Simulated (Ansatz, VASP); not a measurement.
Two plane-wave programs on Si

```
Si
1.0
     0.00000    2.73484    2.73484
     2.73484    0.00000    2.73484
     2.73484    2.73484    0.00000
Si
2
Direct
  0.75000 0.75000 0.75000
  0.50000 0.50000 0.50000
```

Alike in both runs: task relaxation of cell and atoms; functional PBE; dispersion D3(BJ); k mesh 10 × 10 × 10; occupations gaussian, width 0.02 eV; no spin polarisation.

```csv
,VASP,Ansatz
version,VASP 6.6.1,Ansatz 0.2.0
potentials or method,"VASP PAW PBE potentials, release 64 (Si)","scalar-relativistic, plane waves, PAW"
plane-wave cutoff (eV),600,420
valence electrons in the cell,8,8
```

Ansatz gave:

| Item | Value |
| --- | --- |
| gap on the k mesh at the Fermi level, each at its own relaxed structure (eV) | 0.57 |
| relaxed volume (Å³/atom) | 19.91 |
| relaxed cell length with the largest relative difference (Å) | 3.833 |
| energy change over the relaxation (meV/atom) | -4 |

Q: Which values does VASP return?

A: gap on the k mesh at the Fermi level, each at its own relaxed structure (eV): 0.57; relaxed volume (Å³/atom): 19.90; relaxed cell length with the largest relative difference (Å): 3.832; energy change over the relaxation (meV/atom): -4.

A k mesh can miss the band edges. As with any semilocal functional, this PBE gap is likely too small.
